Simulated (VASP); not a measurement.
# Ti3S2 (P-3m1) in VASP: reference runs

Aim: a first look at Ti3S2 with PBE, on the cell as given.

Everything below comes from runs of VASP 6.6.1. Logs are shortened: lines on timing, memory, paths and dates and some standing lists are left out, and cuts for length are marked.

## Step 1: Starting point

Symmetry: P-3m1, No. 164, trigonal system. The conventional cell has a = 3.843 Å, b = 3.843 Å, c = 6.074 Å, α = 90.00°, β = 90.00°, γ = 120.00°. Ti (site symmetry -3m) is surrounded by 6 S at 2.68 Å. Ti (site symmetry 3m) is surrounded by 4 S at 2.31 to 2.42 Å. S (site symmetry 3m) has 4 Ti at 2.31 to 2.42 Å as nearest neighbours.

The cell was built by a generator and needn't be a form met in nature.

## Step 2: Single point, PBE

File INCAR:

```
SYSTEM = Ti3S2
PREC     = Accurate       ! precision mode
ENCUT    = 520            ! plane-wave cutoff, eV
EDIFF    = 1E-7           ! SCF threshold, eV
ISMEAR   = -1             ! smearing method
SIGMA    = 0.05           ! smearing width, eV
LREAL    = .FALSE.        ! projectors in reciprocal space
LASPH    = .TRUE.         ! aspherical terms in the spheres
NELM     = 80             ! most SCF steps
ALGO     = Normal         ! electronic algorithm
ISIF     = 2              ! what is computed and relaxed
LWAVE    = .FALSE.        ! write WAVECAR
LCHARG   = .TRUE.         ! write CHGCAR
GGA      = PE             ! functional
LELF     = .TRUE.         ! ELF
LVHAR    = .TRUE.       
NBANDS   = 32             ! bands
```

File KPOINTS:

```
Automatic mesh
0
G
  8 8 5
  0 0 0
```

File POSCAR:

```
Ti3S2
1.0
    3.8425851900      0.0000000000      0.0000000000
   -1.9212925900      3.3277763900      0.0000000000
    0.0000000000      0.0000000000      6.0744360100
Ti S
3 2
Direct
    0.0000000000      0.0000000000      0.0000000000
    0.6666666700      0.3333333300      0.3543108700
    0.3333333300      0.6666666700      0.6456891300
    0.6666666700      0.3333333300      0.7521232400
    0.3333333300      0.6666666700      0.2478767600
```

Potentials or basis: VASP PAW PBE potentials, release 64 (Ti_sv, S).

Run with:

```sh
> cat potpaw_PBE.64/Ti_sv/POTCAR potpaw_PBE.64/S/POTCAR > POTCAR
> mpirun -np 1 vasp_std > vasp.out
```

OUTCAR:

```text
SYSTEM = Ti3S2
   PREC = Accurate
   ENCUT = 520
   EDIFF = 1E-7
   ISMEAR = -1
   LREAL = .FALSE.
   LASPH = .TRUE.
   NELM = 80
   ISIF = 2
   GGA = PE

 ion  position               nearest neighbor table
   1  0.000  0.000  0.000-   4 2.68   5 2.68   5 2.68   4 2.68   4 2.68   5 2.68
   2  0.667  0.333  0.354-   5 2.31   5 2.31   5 2.31   4 2.42   3 2.84   3 2.84   3 2.84
   3  0.333  0.667  0.646-   4 2.31   4 2.31   4 2.31   5 2.42   2 2.84   2 2.84   2 2.84
   4  0.667  0.333  0.752-   3 2.31   3 2.31   3 2.31   2 2.42   1 2.68   1 2.68   1 2.68
   5  0.333  0.667  0.248-   2 2.31   2 2.31   2 2.31   3 2.42   1 2.68   1 2.68   1 2.68

  LATTYP: Found a hexagonal cell.
 ALAT       =     3.8425851900
 C/A-ratio  =     1.5808201275

  Lattice vectors:

 A1 = (   3.8425851900,   0.0000000000,   0.0000000000)
 A2 = (  -1.9212925900,   3.3277763900,   0.0000000000)
 A3 = (   0.0000000000,   0.0000000000,   6.0744360100)

Analysis of symmetry for initial positions (statically):
=====================================================================
 Subroutine PRICEL returns:
 Original cell was already a primitive cell.

 Routine SETGRP: Setting up the symmetry group for a
 hexagonal supercell.

 Subroutine GETGRP returns: Found 12 space group operations
 (whereof 12 operations were pure point group operations)
 out of a pool of 24 trial point group operations.

The static configuration has the point symmetry D_3d.

Analysis of symmetry for dynamics (positions and initial velocities):
=====================================================================
 Subroutine PRICEL returns:
 Original cell was already a primitive cell.

 Routine SETGRP: Setting up the symmetry group for a
 hexagonal supercell.

 Subroutine GETGRP returns: Found 12 space group operations
 (whereof 12 operations were pure point group operations)
 out of a pool of 24 trial point group operations.

The dynamic configuration has the point symmetry D_3d.

 Subroutine INISYM returns: Found 12 space group operations
 (whereof 12 operations are pure point group operations),
 and found     1 'primitive' translations

----------------------------------------------------------------------------------------

                                     Primitive cell

[... 94 lines left out ...]
   ENCUT  =  520.0 eV  38.22 Ry    6.18 a.u.   7.14  7.14 11.29*2*pi/ulx,y,z
   NELM   =     80;   NELMIN=  2; NELMDL= -5     # of ELM steps
   EDIFF  = 0.1E-06   stopping-criterion for ELM
   LREAL  =      F    real-space projection
   EDIFFG = 0.1E-05   stopping-criterion for IOM
   NSW    =      0    number of steps for IOM
   IBRION =     -1    ionic relax: 0-MD 1-quasi-New 2-CG
   NFREE  =      0    steps in history (QN), initial steepest desc. (CG)
   ISIF   =      2    stress and relaxation
   ISYM   =      2    0-nonsym 1-usesym 2-fastsym
   POTIM  = 0.5000    time-step for ionic-motion
   TEBEG  =    0.0;   TEEND  =   0.0 temperature during run
   PSTRESS=    0.0 pullay stress
   NELECT =      48.0000    total number of electrons
   NUPDOWN=      -1.0000    fix difference up-down
   EMIN   =  10.00;   EMAX   =-10.00  energy-range for DOS
   EFERMI =   0.00;   METHOD = LEGACY
   ISMEAR =    -1;   SIGMA  =   0.05  broadening in eV -4-tet -1-fermi 0-gaus
   EFERMI_NEDOS =   21; number of points for ismear=-14 and -15
   IALGO  =     38    algorithm
   IMIX   =      4    mixing-type and parameters
     AMIX     =   0.40;   BMIX     =  1.00
     AMIX_MAG =   1.60;   BMIX_MAG =  1.00
  volume/ion in A,a.u.               =      15.54       104.84
  Fermi-wavevector in a.u.,A,eV,Ry     =   1.394421  2.635074 26.455319  1.944411
  Thomas-Fermi vector in A             =   2.517972
   LORBIT       =      0    0 simple, 1 ext, 2 COOP (PROOUT), +10 PAW based schemes
   GGA     = PE    functional components
   LHFCALC =     F    Hartree Fock is set to
   AEXX    =    0.0000 exact exchange contribution
   IVDW    =     0    specifies the selected vdW correction
   LEPSILON=     F    determine dielectric tensor
   LRPA    =     F    only Hartree local field effects (RPA)
 non-spin polarized calculation
  energy-cutoff  :      520.00
  volume of cell :       77.68
 maximum number of plane-waves:      2112
 NGX is ok and might be reduce to    30
   NGX = 15   NGY = 15   NGZ = 23

 number of electron      47.9999988 magnetization

 Free energy of the ion-electron system (eV)
  ---------------------------------------------------
  ext. energy  EPLUGINS =         0.00000000
  ---------------------------------------------------
  free energy    TOTEN  =       -36.27224976 eV

  energy without entropy =      -36.23374856  energy(sigma->0) =      -36.25299916

 E-fermi :   9.9830     XC(G=0): -11.5022

 val. band max:        9.9566997079   @ k =   0.3750   0.2500   0.2000
 cond. band min:       9.9833635475   @ k =   0.2500   0.2500   0.4000
 fundamental gap:      0.0266638396
 Fermi energy:         9.9829687613

 k-point     1 :       0.0000    0.0000    0.0000
  band No.  band energies     occupation
      1     -47.6709      2.00000
      2     -46.8631      2.00000
      3     -46.7741      2.00000
      4     -23.9814      2.00000
      5     -23.9514      2.00000
      6     -23.9514      2.00000
[... 829 lines left out ...]
     31      11.9224      0.00000
     32      12.1072      0.00000

 [... further k-points ...]

------------------------ aborting loop because EDIFF is reached ----------------------------------------

  FORCE on cell =-STRESS in cart. coord.  units (eV):
  Direction    XX          YY          ZZ          XY          YZ          ZX
  --------------------------------------------------------------------------------------
  -------------------------------------------------------------------------------------
  Total        1.7678319      1.7678319      1.3299779      0.0000000     -0.0000000     -0.0000000
  in kB       36.4643047     36.4643047     27.4328796      0.0000001     -0.0000000     -0.0000000
  external PRESSURE =      33.4538297 kB  Pullay stress =       0.0000000 kB

 VOLUME and BASIS-vectors are now :
 -----------------------------------------------------------------------------
  energy-cutoff  :      520.00
  volume of cell :       77.68
      direct lattice vectors                 reciprocal lattice vectors
     3.842585190  0.000000000  0.000000000     0.260241465  0.150250480  0.000000000
    -1.921292590  3.327776390  0.000000000     0.000000000  0.300500960  0.000000000
     0.000000000  0.000000000  6.074436010     0.000000000  0.000000000  0.164624337

 POSITION                                       TOTAL-FORCE (eV/Angst)
 -----------------------------------------------------------------------------------
      0.00000      0.00000      0.00000        -0.000000      0.000000      0.000000
      1.92129      1.10926      2.15224        -0.000000      0.000000      0.101921
     -0.00000      2.21852      3.92220         0.000000      0.000000     -0.101921
      1.92129      1.10926      4.56872        -0.000000     -0.000000      1.000834
     -0.00000      2.21852      1.50571         0.000000      0.000000     -1.000834
 -----------------------------------------------------------------------------------
    total drift:                               -0.000000     -0.000000      0.000000

  FREE ENERGIE OF THE ION-ELECTRON SYSTEM (eV)
  ---------------------------------------------------
  free  energy   TOTEN  =       -36.2722497582 eV

  energy  without entropy=      -36.2337485601  energy(sigma->0) =      -36.25299916
```

OSZICAR:

```text
N       E                     dE             d eps       ncg     rms          rms(c)
DAV:   1     0.604414554119E+03    0.60441E+03   -0.23473E+04  2560   0.175E+03
DAV:   2     0.356143168145E+02   -0.56880E+03   -0.54821E+03  2608   0.522E+02
DAV:   3    -0.335760214166E+02   -0.69190E+02   -0.67122E+02  3816   0.164E+02
DAV:   4    -0.401129928213E+02   -0.65370E+01   -0.64213E+01  4144   0.447E+01
DAV:   5    -0.403892320281E+02   -0.27624E+00   -0.27521E+00  3624   0.808E+00    0.215E+01
DAV:   6    -0.396310845598E+02    0.75815E+00   -0.38643E+01  3992   0.401E+01    0.223E+01
DAV:   7    -0.381800622251E+02    0.14510E+01   -0.44820E+01  3840   0.370E+01    0.122E+01
DAV:   8    -0.368405705382E+02    0.13395E+01   -0.62136E+00  3568   0.144E+01    0.754E+00
DAV:   9    -0.362585086396E+02    0.58206E+00   -0.19765E+00  4016   0.968E+00    0.104E+00
DAV:  10    -0.362713793932E+02   -0.12871E-01   -0.14561E-01  3928   0.238E+00    0.845E-01
DAV:  11    -0.362713937710E+02   -0.14378E-04   -0.89813E-03  3776   0.640E-01    0.402E-01
DAV:  12    -0.362722828651E+02   -0.88909E-03   -0.22583E-03  3496   0.371E-01    0.117E-01
DAV:  13    -0.362722894199E+02   -0.65548E-05   -0.85058E-04  3712   0.210E-01    0.707E-02
DAV:  14    -0.362722537751E+02    0.35645E-04   -0.98311E-05  4040   0.671E-02    0.206E-02
DAV:  15    -0.362722507444E+02    0.30307E-05   -0.30826E-05  3904   0.345E-02    0.662E-03
DAV:  16    -0.362722498785E+02    0.86582E-06   -0.23740E-06  3320   0.129E-02    0.244E-03
DAV:  17    -0.362722497351E+02    0.14341E-06   -0.15209E-07  2464   0.275E-03    0.102E-03
DAV:  18    -0.362722497582E+02   -0.23049E-07   -0.47888E-08  1904   0.215E-03
   1 F= -.36272250E+02 E0= -.36252999E+02  d E =-.385012E-01
```

stdout:

```text
POSCAR found type information on POSCAR TiS
 POSCAR found :  2 types and       5 ions
 scaLAPACK will be used
 LDA part: xc-table for (Slater+PW92), standard interpolation
 POSCAR, INCAR and KPOINTS ok, starting setup
 FFT: planning ... GRIDC
 FFT: planning ... GRID_SOFT
 FFT: planning ... GRID
 WAVECAR not read
 entering main loop
```

It took 4.3 min on 1 thread of Intel Xeon Platinum 8175M at 2.50GHz (Skylake/Cascade Lake), shared host; peak memory 0.24 GiB.

Results:

| Quantity | Value |
| --- | --- |
| Free energy | -36.2722 eV |
| Pressure | 3.3 GPa |
| Largest force | 1.001 eV/Å |
| Band gap on the k mesh | none (metal or under the smearing width) |

Forces in eV/Å, atoms in the order of the input:
```
Ti   0.000  0.000  0.000
Ti   0.000  0.000  0.102
Ti   0.000  0.000 -0.102
S    0.000  0.000  1.001
S    0.000  0.000 -1.001
```

Caveat: forces of over 1 eV/Å show positions far from the minimum, so gaps and moduli don't describe the material at rest.
